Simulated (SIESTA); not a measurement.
## SiS2 under changes of volume

One of the cells (24.571 Å³/atom); the others are scaled copies at fixed shape and fractional positions:

```xyz
6
Lattice="-2.7820 4.7725 2.7760 2.7820 -4.7725 2.7760 2.7820 4.7725 -2.7760" Properties=species:S:1:pos:R:3 pbc="T T T"
S     1.1618   -1.1282    2.7760
S     1.6202    5.9007    0.0000
S     1.6202    3.6443    2.7760
S     1.1618    1.1282    0.0000
Si    0.0000    0.0000    1.3880
Si    0.0000    0.0000    4.1640
```

```yaml
Program: SIESTA 5.4.2
Functional: LDA
Potentials_or_basis: PseudoDojo 0.4 standard (LDA files)
Basis: DZP (energy shift 0.003 Ry)
Grid_cutoff: 500 Ry
Energy_shift: 0.003 Ry
k_mesh: 5 × 5 × 5
Occupations: fermi-dirac, width 0.05 eV
Spin: no spin polarisation
```

```tsv
volume (Å³/atom)	energy over the lowest point (meV/atom)	pressure (GPa)	gap on the mesh (eV)	largest force (eV/Å)
23.097	?	?	?	?
23.589	12.38	3.7	2.62	1.184
24.080	3.69	2.0	2.60	0.809
24.571	0.00	0.4	2.57	0.462
25.063	0.80	-0.9	2.55	0.142
25.554	5.66	-2.2	2.51	0.159
26.046	14.17	-3.3	2.48	0.435
```

Problem. What does the run at 23.097 Å³/atom give?

Solution. Energy over the lowest point 26.62 meV/atom; pressure 5.6 GPa; gap on the mesh 2.64 eV; largest force 1.587 eV/Å.

Worked out: A Birch-Murnaghan fit of order 3 (a polynomial in V^(-2/3)) to the other rows has its minimum at 24.72 Å³/atom with B0 = V·E''(V) = 71 GPa and B' = 4.3 at fixed shape and positions, which overstates the stiffness. It gives 26.66 meV/atom at 23.097 Å³/atom, against the run's 26.62, and -dE/dV = 5.6 GPa, against 5.6. A parabola through the other rows of the gap, of slope -0.748 eV per unit of ln V there, extrapolates to 2.64 eV, against the run's 2.64.

Energies are extrapolated to zero smearing.

Caveats: an odd mesh through Γ misses points on the zone boundary, where band edges often lie; the basis of atomic orbitals isn't converged, which shifts pressures, moduli and gaps; forces of over 1 eV/Å show positions far from the minimum, so gaps and moduli don't describe the material at rest (some runs).
